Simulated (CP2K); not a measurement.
Runs of CP2K 2026.2 on O. The structure is orthorhombic, space group Fmmm (No. 69). Conventional cell: a = 3.004 Å, b = 3.780 Å, c = 7.798 Å, α = 90.00°, β = 90.00°, γ = 90.00°. O (site symmetry mm2) has 1 O at 1.23 Å as nearest neighbours. 

```csv
potentials or basis,cell,smearing,quickstep method,EPS_DEFAULT,MIXING ALPHA,NGRIDS,basis sets,gap on the mesh (eV),pressure (GPa),largest force (eV/Å)
POTENTIAL_UZH O GTH-PBE-q6; TZVP-MOLOPT-PBE-GTH basis,as given,fermi-dirac 0.05 eV,GPW,1.0E-9,0.4,5,O TZVP-MOLOPT-PBE-GTH-q6,none,1.2,0.12
POTENTIAL_UZH O GTH-PBE-q6; DZVP-MOLOPT-PBE-GTH basis,as given,fermi-dirac 0.05 eV,GPW,1.0E-9,0.4,5,O DZVP-MOLOPT-PBE-GTH-q6,none,(b),0.12
GTH_POTENTIALS O GTH-PBE-q6; SZV-MOLOPT-SR-GTH basis,as given,fermi-dirac 0.05 eV,GPW,1.0E-9,0.4,5,O SZV-MOLOPT-SR-GTH-q6,none,43.9,15.24
POTENTIAL_UZH O GTH-PBE-q6; ccGRB-D basis,as given,fermi-dirac 0.05 eV,GPW,1.0E-9,0.4,5,O ccGRB-D-q6,none,4.1,0.66
GTH_POTENTIALS O GTH-PBE-q6; DZVP-MOLOPT-SR-GTH basis,as given,fermi-dirac 0.05 eV,GPW,1.0E-9,0.4,5,O DZVP-MOLOPT-SR-GTH-q6,none,0.3,0.47
POTENTIAL_UZH O GTH-PBE-q6; TZV2P-MOLOPT-PBE-GTH basis,as given,fermi-dirac 0.05 eV,GPW,1.0E-9,0.4,5,O TZV2P-MOLOPT-PBE-GTH-q6,none,(a),0.40
POTENTIAL_UZH O GTH-PBE-q6; TZVP-MOLOPT-PBE-GTH basis,the cell as VASP's run set it,gaussian 0.02 eV,GPW,1.0E-10,0.4,4,O TZVP-MOLOPT-PBE-GTH-q6,none,1.2,(c)
all electrons (GAPW); pob-TZVP-rev2 basis,as given,fermi-dirac 0.05 eV,GAPW,1.0E-9,0.2,5,O pob-TZVP-rev2,none,5.5,1.69
```

Alike in all rows: task single point; level PBE; no spin polarisation; k mesh 12 × 12 × 12.

Q: Fill in the values left out.

A: (a) 0.2; (b) 2.0; (c) 0.13.

Caveats: spin is off for a triplet molecule; the basis of atomic orbitals isn't converged, which shifts pressures, moduli and gaps; forces of over 1 eV/Å show positions far from the minimum, so gaps and moduli don't describe the material at rest (some runs); a minimal basis gives rough bond lengths, pressures and levels (some runs); a pressure of tens of GPa on the cell as given is suspect, and the run, the potentials or the cell itself is likely at fault (some runs).

A gap of «none» marks a metal or a gap under the smearing width.

The runs don't all hold the same shells in valence.
